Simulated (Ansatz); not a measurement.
# Si53Ge: the cost of one run

Program: Ansatz 0.2.0. Level of theory: DFT PBE, scalar-relativistic, plane waves, PAW. These are calculated values, not measurements.

4 further runs of the same task are left out: 4 set aside as unsound or not needed. Runs told in other sessions of the task aren't counted.

## (1) The system as given

The cell holds 54 atoms (GeSi53): a = 11.604 Å, b = 11.604 Å, c = 11.604 Å, α = 60.00°, β = 60.00°, γ = 60.00°.

The coordinates of this cell stand in the input of its own run.

The host was relaxed before at PBE: a = 5.470 Å, b = 5.470 Å, c = 5.470 Å, α = 90.00°, β = 90.00°, γ = 90.00° (conventional cell), 20.459 Å³/atom.

Places, in fractions of the supercell: Ge in place of Si at (0.583, 0.250, 0.583). The start keeps the symmetry of the ideal site.

Earlier runs gave the host's free energy in this supercell, -34333.112 eV, the gap of its unit cell over the zone, 0.61 eV.

## (2) Charge 0, atoms relaxed

Contents of input.yaml:

```yaml
crystal:
  lattice:
    - [0.0, 8.2051404892, -8.2051404892]
    - [8.2051404892, 8.2051404892, 0.0]
    - [8.2051404892, 0.0, -8.2051404892]
  atoms:
    - { symbol: Ge, position: [0.5833333333, 0.25, 0.5833333333] }
    - { symbol: Si, position: [0.5833333333, 0.5833333333, 0.5833333333] }
    - { symbol: Si, position: [0.5833333333, 0.9166666667, 0.5833333333] }
    - { symbol: Si, position: [0.25, 0.25, 0.5833333333] }
    - { symbol: Si, position: [0.25, 0.5833333333, 0.5833333333] }
    - { symbol: Si, position: [0.25, 0.9166666667, 0.5833333333] }
    - { symbol: Si, position: [0.9166666667, 0.25, 0.5833333333] }
    - { symbol: Si, position: [0.9166666667, 0.5833333333, 0.5833333333] }
    - { symbol: Si, position: [0.9166666667, 0.9166666667, 0.5833333333] }
    - { symbol: Si, position: [0.5833333333, 0.25, 0.25] }
    - { symbol: Si, position: [0.5833333333, 0.5833333333, 0.25] }
    - { symbol: Si, position: [0.5833333333, 0.9166666667, 0.25] }
    - { symbol: Si, position: [0.25, 0.25, 0.25] }
    - { symbol: Si, position: [0.25, 0.5833333333, 0.25] }
    - { symbol: Si, position: [0.25, 0.9166666667, 0.25] }
    - { symbol: Si, position: [0.9166666667, 0.25, 0.25] }
    - { symbol: Si, position: [0.9166666667, 0.5833333333, 0.25] }
    - { symbol: Si, position: [0.9166666667, 0.9166666667, 0.25] }
    - { symbol: Si, position: [0.5833333333, 0.25, 0.9166666667] }
    - { symbol: Si, position: [0.5833333333, 0.5833333333, 0.9166666667] }
    - { symbol: Si, position: [0.5833333333, 0.9166666667, 0.9166666667] }
    - { symbol: Si, position: [0.25, 0.25, 0.9166666667] }
    - { symbol: Si, position: [0.25, 0.5833333333, 0.9166666667] }
    - { symbol: Si, position: [0.25, 0.9166666667, 0.9166666667] }
    - { symbol: Si, position: [0.9166666667, 0.25, 0.9166666667] }
    - { symbol: Si, position: [0.9166666667, 0.5833333333, 0.9166666667] }
    - { symbol: Si, position: [0.9166666667, 0.9166666667, 0.9166666667] }
    - { symbol: Si, position: [0.6666666667, 0.3333333333, 0.6666666667] }
    - { symbol: Si, position: [0.6666666667, 0.6666666667, 0.6666666667] }
    - { symbol: Si, position: [0.6666666667, 0.0, 0.6666666667] }
    - { symbol: Si, position: [0.3333333333, 0.3333333333, 0.6666666667] }
    - { symbol: Si, position: [0.3333333333, 0.6666666667, 0.6666666667] }
    - { symbol: Si, position: [0.3333333333, 1.0, 0.6666666667] }
    - { symbol: Si, position: [1.0, 0.3333333333, 0.6666666667] }
    - { symbol: Si, position: [1.0, 0.6666666667, 0.6666666667] }
    - { symbol: Si, position: [1.0, 0.0, 0.6666666667] }
    - { symbol: Si, position: [0.6666666667, 0.3333333333, 0.3333333333] }
    - { symbol: Si, position: [0.6666666667, 0.6666666667, 0.3333333333] }
    - { symbol: Si, position: [0.6666666667, 1.0, 0.3333333333] }
    - { symbol: Si, position: [0.3333333333, 0.3333333333, 0.3333333333] }
    - { symbol: Si, position: [0.3333333333, 0.6666666667, 0.3333333333] }
    - { symbol: Si, position: [0.3333333333, 0.0, 0.3333333333] }
    - { symbol: Si, position: [1.0, 0.3333333333, 0.3333333333] }
    - { symbol: Si, position: [1.0, 0.6666666667, 0.3333333333] }
    - { symbol: Si, position: [1.0, 0.0, 0.3333333333] }
    - { symbol: Si, position: [0.6666666667, 0.3333333333, 1.0] }
    - { symbol: Si, position: [0.6666666667, 0.6666666667, 1.0] }
    - { symbol: Si, position: [0.6666666667, 0.0, 1.0] }
    - { symbol: Si, position: [0.3333333333, 0.3333333333, 1.0] }
    - { symbol: Si, position: [0.3333333333, 0.6666666667, 1.0] }
    - { symbol: Si, position: [0.3333333333, 0.0, 1.0] }
    - { symbol: Si, position: [1.0, 0.3333333333, 1.0] }
    - { symbol: Si, position: [1.0, 0.6666666667, 1.0] }
    - { symbol: Si, position: [1.0, 0.0, 1.0] }
  host:
    lattice:
      - [0.0, 2.7350468297, 2.7350468297]
      - [2.7350468297, 0.0, 2.7350468297]
      - [2.7350468297, 2.7350468297, 0.0]
    atoms:
      - { symbol: Si, position: [0.25, 0.25, 0.25] }
      - { symbol: Si, position: [0.0, 0.0, 0.0] }
basis:
  ecutwfc: 420
  xc_grid: 2
kpoints:
  mp_grid: { grid: [2, 2, 2], shift: [0.0, 0.0, 0.0] }
hamiltonian:
  xc: pbe
scf:
  occupations: { method: gaussian, width: 0.02 }
output:
  forces: true
  stress: false
  eigenvalues: true
  charged_corrections: { defect_position: [0.58333333, 0.25, 0.58333333] }
  write_density: true
  write_potential: true
  elf: true
  volumetric_format: npy
relax:
  adjacent_minimum: "off"
  f_tol: 0.03
  max_steps: 40
```

Command:

```
$ ansatz run input.yaml --threads 8 --pin off --max-ram 16384MiB --backend cpu --events-out ev --progress --plain --runs-dir out
```

**Question.** How long does this run take on 8 threads of AMD EPYC (Zen 3), shared host, and how much memory does it need?

About 52 s, with a peak of 3.3 GiB.
